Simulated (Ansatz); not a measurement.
# SnO2: the cost of one run

Computed with Ansatz 0.2.0 (DFT PBEsol, scalar-relativistic, plane waves, PAW, unless a step's input says otherwise).

4 further runs of the same task are left out: 4 set aside as unsound or not needed. Runs told in other sessions of the task aren't counted.

## (1) Starting point

It takes space group I4_1/amd (No. 141, tetragonal). The conventional cell has a = 4.010 Å, b = 4.010 Å, c = 10.249 Å, α = 90.00°, β = 90.00°, γ = 90.00°. Sn (site symmetry -4m2) is surrounded by 6 O at 2.06 to 2.08 Å. O (site symmetry 2mm) is surrounded by 3 Sn at 2.06 to 2.08 Å.

Structure file:

```xyz
6
Lattice="-2.0052 2.0052 5.1246 2.0052 -2.0052 5.1246 2.0052 2.0052 -5.1246" Properties=species:S:1:pos:R:3 pbc="T T T"
Sn    0.0000    2.0052    2.5623
Sn    0.0000    0.0000    0.0000
O     0.0000    0.0000    8.1700
O     0.0000    2.0052    4.6415
O     0.0000    0.0000    2.0792
O     0.0000    2.0052    0.4831
```

It goes back to an entry of the Materials Project, which need not be the stable form.

It is the result of an earlier relaxation at this level (volume 13.74 Å³/atom; gap on the mesh: 1.55 eV).

## (2) Plan of the line

The energy is mapped over volume and the cell's shape.

The axes are (1) volume per atom: 5 values from 11.54 to 15.93 Å³; (2) c/a of the conventional cell: 5 values from 2.265 to 2.883.

Relaxed at each point: the atoms inside the fixed cell. Energies count from the relaxed crystal. Points are written as (first, second).

## (3) The run at (12.64 Å³, 2.265)

The input, input.yaml:

```yaml
crystal:
  lattice:
    - [-2.0302128455, 2.0302128455, 4.5992441802]
    - [2.0302128455, -2.0302128455, 4.5992441802]
    - [2.0302128455, 2.0302128455, -4.5992441802]
  atoms:
    - { symbol: Sn, position: [0.75, 0.25, 0.5] }
    - { symbol: Sn, position: [0.0, 0.0, 0.0] }
    - { symbol: O, position: [0.7971321225, 0.7971321225, 0.0] }
    - { symbol: O, position: [0.9528678775, 0.4528678775, 0.5] }
    - { symbol: O, position: [0.2028678775, 0.2028678775, 0.0] }
    - { symbol: O, position: [0.5471321225, 0.0471321225, 0.5] }
basis:
  ecutwfc: 520.0
kpoints:
  mp_grid: { grid: [10, 10, 10] }
hamiltonian:
  xc: pbesol
  pseudopotentials: { kind: paw, azcp: { folder: soft_1 } }
scf:
  occupations: { method: gaussian, width: 0.05 }
output:
  forces: true
  stress: true
  eigenvalues: true
  write_density: true
  write_potential: true
  elf: true
  volumetric_format: npy
relax:
  adjacent_minimum: "off"
  f_tol: 0.01
  max_steps: 30
```

Run with:

```bash
$ ansatz run input.yaml --threads 2 --pin off --max-ram 4096MiB --backend cpu --events-out ev --progress --plain --runs-dir out
```

**Question.** How long does this run take on 2 threads of Arm Neoverse N1, shared host, and how much memory does it need?

About 1.8 min, with a peak of 0.58 GiB.
